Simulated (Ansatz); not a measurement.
Runs of Ansatz 0.2.0 on Pd. It takes space group P6_3/mmc (No. 194, hexagonal). The conventional cell has a = 2.784 Å, b = 2.784 Å, c = 4.629 Å, α = 90.00°, β = 90.00°, γ = 120.00°. Pd (site symmetry -6m2) has 12 Pd at 2.78 to 2.82 Å as nearest neighbours. This isn't the form of Pd at room conditions, which is fcc.

```csv
task,level,cell,cutoff (eV),points for each segment of the path,gap on the mesh (eV),pressure (GPa),relaxed volume (Å³/atom)
relaxation of cell and atoms,BLYP,relaxed,420,-,none,0.0,16.44
relaxation of cell and atoms,revPBE,relaxed,420,-,none,0.0,15.72
band structure,BLYP,as given,420,14,none,(a),-
band structure,r2SCAN,as given,500,14,none,-5.6,-
```

Alike in all rows: potentials or basis Ansatz PAW; no spin polarisation; k mesh 11 × 11 × 6; smearing fermi-dirac 0.05 eV.

Task: Estimate the missing entries.

Result: (a) 8.6.

Caveats: the PAW data sets come from PBE, with cores solved anew for the run's functional, which leaves a small shift of forces and pressure; the plane-wave basis is chosen anew once the cell has moved, so the energies of steps on either side of that aren't comparable (some runs).

A k mesh can miss the band edges, and the runs leave out spin-orbit coupling on Pd.

A gap of «none» marks a metal or a gap under the smearing width.

Runs at the PBE level aren't shown here.
